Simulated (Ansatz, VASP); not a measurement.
## One calculation of MgS, two programs

Contents of INCAR:

```
SYSTEM = MgS
ALGO = Normal
EDIFF = 1E-6
ENCUT = 520
GGA = PE
ISIF = 2
ISMEAR = 0
LASPH = .True.
LCHARG = .False.
LREAL = .False.
LWAVE = .False.
NBANDS = 11
NELM = 100
PREC = Accurate
SIGMA = 0.05
```

KPOINTS

```
k-points
0
Gamma
  8 8 8
  0 0 0
```

POSCAR

```
MgS
1.0
    0.0000000000      2.9918975000      2.6016500000
    2.2114025000      0.0000000000      2.6016500000
    2.2114025000      2.9918975000      0.0000000000
Mg S
1 1
Direct
    0.0000000000      0.0000000000      0.0000000000
    0.5000000000      0.5000000000      0.5000000000
```

Input for Ansatz:

```yaml
crystal:
  lattice:
    - [0.0, 2.9918975, 2.60165]
    - [2.2114025, 0.0, 2.60165]
    - [2.2114025, 2.9918975, 0.0]
  atoms:
    - { symbol: Mg, position: [0.0, 0.0, 0.0] }
    - { symbol: S, position: [0.5, 0.5, 0.5] }
basis:
  ecutwfc: 420
kpoints:
  mp_grid: { grid: [8, 8, 8] }
hamiltonian:
  xc: pbe
scf:
  occupations: { method: gaussian, width: 0.05 }
output:
  forces: true
  stress: true
  eigenvalues: true
```

Change from the starting cell: strain -0.1500 x Voigt [1, -1, 0, 0, 0, 0], atoms carried along.

Alike in both runs: task single point; functional PBE; k mesh 8 × 8 × 8; occupations gaussian, width 0.05 eV; no spin polarisation.

|  | VASP | Ansatz |
| --- | --- | --- |
| version | VASP 6.6.1 | Ansatz 0.2.0 |
| potentials or method | VASP PAW PBE potentials, release 64 (Mg, S) | scalar-relativistic, plane waves, PAW |
| plane-wave cutoff (eV) | 520 | 420 |
| valence electrons in the cell | 8 | 16 |

```csv
,VASP,Ansatz,Ansatz less VASP
gap on the k mesh at the Fermi level (eV),2.63,2.64,+0.007
least direct gap on the mesh (eV),3.50,3.50,+0.003
pressure (GPa),15.4,15.5,+0.15
largest component of the traceless stress (GPa),29.14,29.01,-0.129
```

The functional is the same, so the differences come from potentials, cutoffs and numerics. The two sets of potentials don't hold the same shells in valence.

Caveats: so large a pressure means that the cell lies far from this level's equilibrium, or that cutoff or potentials fall short (VASP). A k mesh can miss the band edges.
